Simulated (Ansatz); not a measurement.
Runs of Ansatz 0.2.0 on WC. The structure is cubic, space group Fm-3m (No. 225). The conventional cell has a = 4.385 Å, b = 4.385 Å, c = 4.385 Å, α = 90.00°, β = 90.00°, γ = 90.00°. W (site symmetry m-3m) has 6 C at 2.19 Å as nearest neighbours. C (site symmetry m-3m) has 6 W at 2.19 Å as nearest neighbours. Measurements of this composition are mostly on another form, of space group No. 187.

| level | U | gap on the mesh (eV) | pressure (GPa) |
| --- | --- | --- | --- |
| PBEsol+U | W d U = 8 eV | none | -8.7 |
| PBEsol+U | W d U = 4 eV | none | (b) |
| PBEsol | - | none | -10.2 |
| PBEsol+U | W d U = 6 eV | none | (a) |
| PBEsol+U | W d U = 2 eV | none | -9.9 |

Alike in all rows: task density of states; potentials or basis all-electron LAPW, scalar-relativistic; no spin polarisation; cell as given; k mesh 10 × 10 × 10; cutoff (eV) 336; smearing fermi-dirac 0.05 eV; basis error allowed 0.001 eV/atom.

Q: Fill in the values left out.

A: (a) -9.2; (b) -9.6.

Caveats: U is the effective U less J, on atomic orbitals that reach past the spheres (some runs); U without spin polarisation on a metal has little footing (some runs); the U is typed as a test and isn't derived for this compound (some runs).

A k mesh can miss the band edges, and the runs leave out spin-orbit coupling on W.

A gap of «none» marks a metal or a gap under the smearing width.
